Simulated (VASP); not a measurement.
Mg2Sn:

```xyz
3
Lattice="0.0000 3.3695 3.3695 3.3695 0.0000 3.3695 3.3695 3.3695 0.0000" Properties=species:S:1:pos:R:3 pbc="T T T"
Mg    1.6847    1.6847    1.6847
Mg    5.0542    5.0542    5.0542
Sn    0.0000    0.0000    0.0000
```

Base run:

| Property | Result |
| --- | --- |
| Program | VASP 6.6.1 |
| Functional | PBEsol |
| Potentials or basis | VASP PAW PBE potentials, release 64 (Mg_sv, Sn_d) |
| Cutoff | 600 eV |
| k mesh | 9 × 9 × 9 |
| Occupations | fermi-dirac, width 0.05 eV |
| Spin | no spin polarisation |

Its results: band gap on the k mesh none (metal or under the smearing width); pressure -0.1 GPa.

Task: The run is repeated on the same cell with these changes: potentials or basis from VASP PAW PBE potentials, release 64 (Mg_sv, Sn_d) to VASP PAW PBE potentials, release 64 (Mg, Sn); cutoff from 600 eV to 500 eV; valence electrons from 34 to 8. What comes out?

Result: Band gap on the k mesh none (metal or under the smearing width); pressure 0.4 GPa.

Caveats: the PAW data sets were made with another functional, which shifts forces and pressure a little; this crystal is a semiconductor, whose small gap the functional closes, so the metal is an error of the method; the cutoff is under 1.25 times the usual one of these potentials, so pressure, stress and relaxed cells hold a basis-set (Pulay) error (some runs).
